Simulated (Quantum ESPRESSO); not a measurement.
Input of a Quantum ESPRESSO 7.5 run:

The input pw.in:

```
&CONTROL
  calculation = 'vc-relax'
  prefix = 'pwscf'
  outdir = './tmp'
  pseudo_dir = './pseudo'
  tprnfor = .true.
  tstress = .true.
  disk_io = 'low'
  nstep = 40
  forc_conv_thr = 0.0004
  etot_conv_thr = 1d-05
/
&SYSTEM
  ibrav = 0
  A = 3.0292
  nat = 3
  ntyp = 2
  ecutwfc = 45
  ecutrho = 360
  nbnd = 18
  occupations = 'smearing'
  smearing = 'fd'
  degauss = 0.00367493
/
&ELECTRONS
  conv_thr = 6d-10
  electron_maxstep = 120
  mixing_beta = 0.3
/
&IONS
  ion_dynamics = 'bfgs'
/
&CELL
  cell_dynamics = 'bfgs'
  press = 0
  press_conv_thr = 0.3
/
ATOMIC_SPECIES
Ti    47.8670 ti_pbesol_v1.4.uspp.F.UPF
B     10.8100 b_pbesol_v1.4.uspp.F.UPF
CELL_PARAMETERS alat
   1.0000000000    0.0000000000    0.0000000000
  -0.5000000000    0.8660254038    0.0000000000
   0.0000000000    0.0000000000    1.0657599366
ATOMIC_POSITIONS alat
Ti     0.0000000000    0.0000000000    0.0000000000
B      0.5000000000    0.2886751346    0.5328799683
B      0.0000000000    0.5773502692    0.5328799683
K_POINTS automatic
10 10 8 0 0 0
HUBBARD {atomic}
U Ti-3d 4.0
```

Potentials or basis: GBRV 1.5 PBEsol.

Launch:

```console
$ OMP_NUM_THREADS=1 mpirun -n 2 pw.x -nk 2 -in pw.in > pw.out
```

Question: Predict the relaxed volume.

Answer: 8.60 Å³/atom.

Question: What does it give for the band gap on the k mesh?

Answer: None (metal or under the smearing width).

Question: Estimate the relaxed cell.

Answer: a = 3.032 Å, b = 3.032 Å, c = 3.241 Å, α = 90.00°, β = 90.00°, γ = 120.00°.

Final structure:
```
Ti B
1.0
     3.03203    0.00000    0.00000
    -1.51601    2.62581    0.00000
     0.00000    0.00000    3.24104
Ti B
1 2
Direct
  0.00000 0.00000 0.00000
  0.66667 0.33333 0.50000
  0.33333 0.66667 0.50000
```

Caveat: U without spin polarisation on a metal has little footing; the U is typed as a test and isn't derived for this compound. Zero-point motion and thermal expansion aren't in these numbers.
